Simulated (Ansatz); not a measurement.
Reactions of `CC(F)(Cl)Cl`.

Isolated molecules relaxed with PBE0-D4/def2-TZVP in Ansatz; ΔE leaves out vibrations. CCSD(T)/CBS adds triple-zeta CCSD(T) − MP2 to the extrapolated MP2 energy (def2 sets, frozen cores). This one scheme is used for every species, atoms too. Double bonds are as drawn, so ΔE can hold a change between cis and trans. Functionals use def2-TZVPP. No spin–orbit coupling; open shells (•) take unrestricted orbitals. Spin–orbit coupling would lower the free atoms: a little for C, Cl, F. One conformer a species, not always the lowest.

```json
{"reaction": "`CC(F)(Cl)Cl` → 2 C• + 2 Cl• + F• + 3 H•", "r2SCAN-D4 (kJ/mol)": "2868", "CCSD/CBS(def2) (kJ/mol)": "2784", "PBE-D4 (kJ/mol)": "2950", "MP2/CBS(def2) (kJ/mol)": "2933"}
{"reaction": "`CC(F)(Cl)Cl` + H₂ → `FC(Cl)Cl` + CH₄", "r2SCAN-D4 (kJ/mol)": "-42", "CCSD/CBS(def2) (kJ/mol)": "-46", "PBE-D4 (kJ/mol)": "-44", "MP2/CBS(def2) (kJ/mol)": "-36"}
{"reaction": "`CC(F)(Cl)Cl` + `CCCS` → `CCCSC` + `FC(Cl)Cl`", "r2SCAN-D4 (kJ/mol)": "30", "CCSD/CBS(def2) (kJ/mol)": "30", "PBE-D4 (kJ/mol)": "24", "MP2/CBS(def2) (kJ/mol)": "30"}
{"reaction": "`CC(F)(Cl)Cl` + `C/N=C\\N` → `C/N=C/NC` + `FC(Cl)Cl`", "r2SCAN-D4 (kJ/mol)": "43", "CCSD/CBS(def2) (kJ/mol)": "42", "PBE-D4 (kJ/mol)": "36", "MP2/CBS(def2) (kJ/mol)": "47"}
{"reaction": "`CC(F)(Cl)Cl` → `Cl[C]Cl` + `CF`", "r2SCAN-D4 (kJ/mol)": "346", "CCSD/CBS(def2) (kJ/mol)": "339", "PBE-D4 (kJ/mol)": "333", "MP2/CBS(def2) (kJ/mol)": "368"}
{"reaction": "`CC(F)(Cl)Cl` → `FC(Cl)Cl` + `[CH2]` (triplet)", "r2SCAN-D4 (kJ/mol)": "440", "CCSD/CBS(def2) (kJ/mol)": "449", "PBE-D4 (kJ/mol)": "464", "MP2/CBS(def2) (kJ/mol)": "477"}
{"reaction": "`CC(F)(Cl)Cl` + HCl → `CC(Cl)(Cl)Cl` + H–F", "r2SCAN-D4 (kJ/mol)": "23", "CCSD/CBS(def2) (kJ/mol)": "8", "PBE-D4 (kJ/mol)": "15", "MP2/CBS(def2) (kJ/mol)": "-10"}
{"reaction": "`CC(F)(Cl)Cl` + H₂ → `CC(Cl)Cl` + H–F", "r2SCAN-D4 (kJ/mol)": "-72", "CCSD/CBS(def2) (kJ/mol)": "-99", "PBE-D4 (kJ/mol)": "-76", "MP2/CBS(def2) (kJ/mol)": "-99"}
{"reaction": "`CC(F)(Cl)Cl` → `F[C](Cl)Cl`• + `[CH3]`•", "r2SCAN-D4 (kJ/mol)": "369", "CCSD/CBS(def2) (kJ/mol)": "400", "PBE-D4 (kJ/mol)": "389", "MP2/CBS(def2) (kJ/mol)": "433"}
{"reaction": "`CC(F)(Cl)Cl` + CH₃OH → `COC(C)(F)Cl` + HCl", "r2SCAN-D4 (kJ/mol)": "-33", "CCSD/CBS(def2) (kJ/mol)": "-32", "PBE-D4 (kJ/mol)": "-26", "MP2/CBS(def2) (kJ/mol)": "-25"}
```

Give the CCSD(T)/CBS values in the same order. (An estimate is asked.)

Computed: 2843, -41, 31, 44, 338, 462, 4, -95, 411, -31 kJ/mol.

Largest T1 diagnostic: 0.020, for `Cl[C]Cl`.
